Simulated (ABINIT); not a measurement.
Runs of ABINIT 10.8.3 (patched build) on TiTe2. It takes space group P-3m1 (No. 164, trigonal). Conventional cell: a = 3.777 Å, b = 3.777 Å, c = 6.498 Å, α = 90.00°, β = 90.00°, γ = 120.00°. Te (site symmetry 3m) is surrounded by 3 Ti at 2.77 Å. Ti (site symmetry -3m) has 6 Te at 2.77 Å as nearest neighbours. 

```tsv
task	level	potentials or basis	k mesh	cutoff (eV)	bands in the sums	broadening (eV)	scissor shift (eV)	tensor components	gap on the mesh (eV)	pressure (GPa)	largest force (eV/Å)
single point	AM05	PseudoDojo NC SR PBEsol v0.4 stringent	6 × 6 × 3	1279	-	-	-	-	none	-2.7	0.25
single point	PBE	SPMS NC PBE v1.0	6 × 6 × 3	707	-	-	-	-	none	0.8	(b)
optical spectrum	LDA	PseudoDojo NC SR LDA v0.4.1 standard	8 × 8 × 4, shifted	952	28	0.1	0	[11, 33]	-	-	0.29
single point	LDA	PseudoDojo NC SR LDA v0.4.1 standard	6 × 6 × 3	952	-	-	-	-	none	-	0.37
single point	PBEsol	PseudoDojo NC SR PBEsol v0.4.1 standard	6 × 6 × 3	1034	-	-	-	-	none	(c)	(a)
```

Alike in all rows: no spin polarisation; cell as given; smearing fermi-dirac 0.05 eV.

**Question.** Fill in the values left out.

**Answer.** (a) 0.18; (b) 0.04; (c) -2.3.

Caveats: this functional lacks dispersion, which binds the layers, so the pressure and a relaxed spacing across them are unreliable (some runs); the potentials were made for another functional, which shifts forces and pressure (some runs); the intraband (Drude) term is left out (some runs); spectra need much finer meshes, so this one isn't converged (some runs); independent-particle spectra lack excitons (some runs).

A k mesh can miss the band edges, and the runs leave out spin-orbit coupling on Te.

A gap of «none» marks a metal or a gap under the smearing width.

The runs don't all hold the same shells in valence.
